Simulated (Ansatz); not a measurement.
## SnSe under changes of volume

One of the cells (26.676 Å³/atom); the others are scaled copies at fixed shape and fractional positions:

```
Sn Se
1.0
    11.42000    0.00000    0.00000
     0.00000    4.19000    0.00000
     0.00000    0.00000    4.46000
Sn Se
4 4
Direct
  0.87700 0.75000 0.90900
  0.62300 0.25000 0.40900
  0.37700 0.75000 0.59100
  0.12300 0.25000 0.09100
  0.64300 0.75000 0.98400
  0.85700 0.25000 0.48400
  0.14300 0.75000 0.51600
  0.35700 0.25000 0.01600
```

* Program: Ansatz 0.2.0
* Functional: rPW86-PBE
* Potentials or basis: Ansatz PAW
* Cutoff: 420 eV (not typed: the program's choice for these potentials)
* k mesh: 3 × 6 × 6
* Occupations: fermi-dirac, width 0.05 eV
* Spin: no spin polarisation

```tsv
volume (Å³/atom)	energy over the lowest point (meV/atom)	pressure (GPa)	gap on the mesh (eV)	largest force (eV/Å)
25.076	122.96	10.6	0.57	0.819
25.609	90.51	8.9	0.57	0.673
26.143	?	?	?	?
26.676	41.34	6.0	0.58	0.415
27.210	23.65	4.7	0.60	0.306
27.743	9.99	3.5	0.61	0.217
28.277	0.00	2.5	0.63	0.169
```

What does the run at 26.143 Å³/atom give?

Energy over the lowest point 63.48 meV/atom; pressure 7.4 GPa; gap on the mesh 0.58 eV; largest force 0.538 eV/Å.

Worked out: A Birch-Murnaghan fit of order 3 (a polynomial in V^(-2/3)) to the other rows has no minimum within the range. It gives 63.45 meV/atom at 26.143 Å³/atom, against the run's 63.48, and -dE/dV = 7.4 GPa, against 7.4. A parabola through the other rows of the gap, of slope 0.325 eV per unit of ln V there, gives 0.57 eV, against the run's 0.58.

Energies are extrapolated to zero smearing.

Caveats: odd divisions of the mesh miss points on the zone boundary, where band edges often lie, so the gap on the mesh can be too wide; spin-orbit coupling is left out, which moves the levels of the heavy elements; the PAW data sets come from PBE, with cores solved anew for the run's functional, which leaves a small shift of forces and pressure.

A mesh can miss the band edges.
